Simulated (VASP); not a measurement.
Computed with RPBE GGA, VASP's PBE PAW potentials (set 64) (plane waves; VASP 6.6.1).

The input files of a VASP run:

INCAR:
```
! general
SYSTEM =AlSb
PREC   =Accurate
ENCUT  =520   ! plane-wave cut-off (eV)
LREAL  =.FALSE.   ! projection in real space or not
LASPH  =.TRUE.   ! aspherical one-centre terms

! electronic loop
EDIFF  =1E-7   ! SCF stop (eV)
NELM   =100   ! most electronic steps
ALGO   =Normal
LMAXMIX=4   ! l cut-off of mixed one-centre charges

! smearing
ISMEAR =0
SIGMA  =0.05   ! width (eV)

! functional
GGA    =RP   ! RPBE

! ions
ISIF   =2   ! forces and stress, cell fixed

! output
LWAVE  =.FALSE.
LCHARG =.FALSE.
```

**KPOINTS**
```
Automatic mesh
0
Gamma
7 7 7
0 0 0
```

**POSCAR**
```
AlSb
3.2021790
  0.0000000000   0.9999998572   0.9999998572
  0.9999998572   0.0000000000   0.9999998572
  0.9999998572   0.9999998572   0.0000000000
Al Sb
1 1
Cartesian
  0.0000000000   0.0000000000   0.0000000000
  0.4999999286   0.4999999286   0.4999999286
```

POTCAR, in this order: Al Sb (PBE.64 set). Program: vasp_std.

The run wrote:

File OSZICAR:
```
       N       E                     dE             d eps       ncg     rms          rms(c)
DAV:   1     0.171767238556E+02    0.17177E+02   -0.26113E+03   320   0.703E+02
DAV:   2    -0.698679046459E+01   -0.24164E+02   -0.23646E+02   392   0.859E+01
DAV:   3    -0.765536739079E+01   -0.66858E+00   -0.66858E+00   456   0.183E+01
DAV:   4    -0.765871405987E+01   -0.33467E-02   -0.33467E-02   464   0.151E+00
DAV:   5    -0.765872858637E+01   -0.14527E-04   -0.14526E-04   456   0.946E-02    0.326E+00
DAV:   6    -0.762564439497E+01    0.33084E-01   -0.91896E-02   352   0.143E+00    0.199E+00
DAV:   7    -0.762527925270E+01    0.36514E-03   -0.71910E-02   392   0.152E+00    0.430E-01
DAV:   8    -0.762812070013E+01   -0.28414E-02   -0.86834E-03   336   0.539E-01    0.822E-02
DAV:   9    -0.762886415423E+01   -0.74345E-03   -0.82647E-04   432   0.192E-01    0.406E-02
DAV:  10    -0.762918609224E+01   -0.32194E-03   -0.41954E-04   336   0.128E-01    0.115E-02
DAV:  11    -0.762927452067E+01   -0.88428E-04   -0.23763E-04   392   0.982E-02    0.872E-03
DAV:  12    -0.762927840137E+01   -0.38807E-05   -0.82053E-06   392   0.224E-02    0.253E-03
DAV:  13    -0.762927856070E+01   -0.15934E-06   -0.51951E-07   472   0.414E-03    0.164E-03
DAV:  14    -0.762927869083E+01   -0.13013E-06   -0.29373E-07   328   0.363E-03    0.294E-04
DAV:  15    -0.762927871837E+01   -0.27532E-07   -0.18683E-08   208   0.880E-04
   1 F= -.76292787E+01 E0= -.76292787E+01  d E =-.487980E-12
```

**OUTCAR**
```
------------------------ aborting loop because EDIFF is reached ----------------------------------------
  FORCE on cell =-STRESS in cart. coord.  units (eV):
  Direction    XX          YY          ZZ          XY          YZ          ZX
  --------------------------------------------------------------------------------------
  Total       -0.9658501     -0.9658501     -0.9658501      0.0000000      0.0000000      0.0000000
  in kB      -23.5642531    -23.5642531    -23.5642531      0.0000000      0.0000000      0.0000000
  external PRESSURE =     -23.5642531 kB  Pullay stress =       0.0000000 kB
  volume of cell :       65.67
      direct lattice vectors                 reciprocal lattice vectors
     0.000000000  3.202178543  3.202178543    -0.156143698  0.156143698  0.156143698
     3.202178543  0.000000000  3.202178543     0.156143698 -0.156143698  0.156143698
     3.202178543  3.202178543  0.000000000     0.156143698  0.156143698 -0.156143698
 POSITION                                       TOTAL-FORCE (eV/Angst)
 -----------------------------------------------------------------------------------
      0.00000      0.00000      0.00000        -0.000000     -0.000000     -0.000000
      1.60109      1.60109      1.60109         0.000000      0.000000      0.000000
 -----------------------------------------------------------------------------------
    total drift:                               -0.000000     -0.000000     -0.000000
  FREE ENERGIE OF THE ION-ELECTRON SYSTEM (eV)
  ---------------------------------------------------
  free  energy   TOTEN  =        -7.6292787184 eV

  energy  without entropy=       -7.6292787184  energy(sigma->0) =       -7.62927872
```
(Selected blocks of OUTCAR.)

**OUTCAR**
```
 val. band max:        3.7497549340   @ k =   0.0000   0.0000   0.0000

 cond. band min:       4.5084863286   @ k =   0.0000   0.0000   0.0000


 Fermi energy:         3.9735923192

 k-point     1 :       0.0000    0.0000    0.0000
  band No.  band energies     occupation
      1      -6.2679      2.00000
      2       3.7498      2.00000
      3       3.7498      2.00000
      4       3.7498      2.00000
      5       4.5085      0.00000
      6       6.7815      0.00000
      7       6.7815      0.00000
      8       6.7815      0.00000

 k-point     2 :       0.1429    0.0000    0.0000
  band No.  band energies     occupation
      1      -6.1098      2.00000
      2       2.0605      2.00000
      3       3.5481      2.00000
      4       3.5481      2.00000
      5       5.3297      0.00000
      6       7.0950      0.00000
      7       7.0950      0.00000
      8       7.4191      0.00000

 k-point     3 :       0.2857    0.0000    0.0000
  band No.  band energies     occupation
      1      -5.6854      2.00000
      2       0.2356      2.00000
      3       3.2011      2.00000
      4       3.2011      2.00000
      5       5.1149      0.00000
      6       7.4743      0.00000
      7       7.4743      0.00000
      8       9.3186      0.00000

 k-point     4 :       0.4286    0.0000    0.0000
  band No.  band energies     occupation
      1      -5.2241      2.00000
      2      -0.9631      2.00000
      3       2.9834      2.00000
      4       2.9834      2.00000
      5       4.8727      0.00000
      6       7.4782      0.00000
      7       7.4782      0.00000
      8      10.4504      0.00000

 k-point     5 :       0.1429    0.1429    0.0000
  band No.  band energies     occupation
      1      -6.0562      2.00000
      2       2.0259      2.00000
      3       3.1880      2.00000
      4       3.1880      2.00000
      5       5.9403      0.00000
      6       6.4596      0.00000
      7       7.6668      0.00000
...
```

Unless said otherwise, spin-orbit coupling is left out, though it shifts the bands of the heavy elements here.

The compound is AlSb in the zinc blende structure. This cell is one point of a volume scan, at 1.06 of the reference volume.
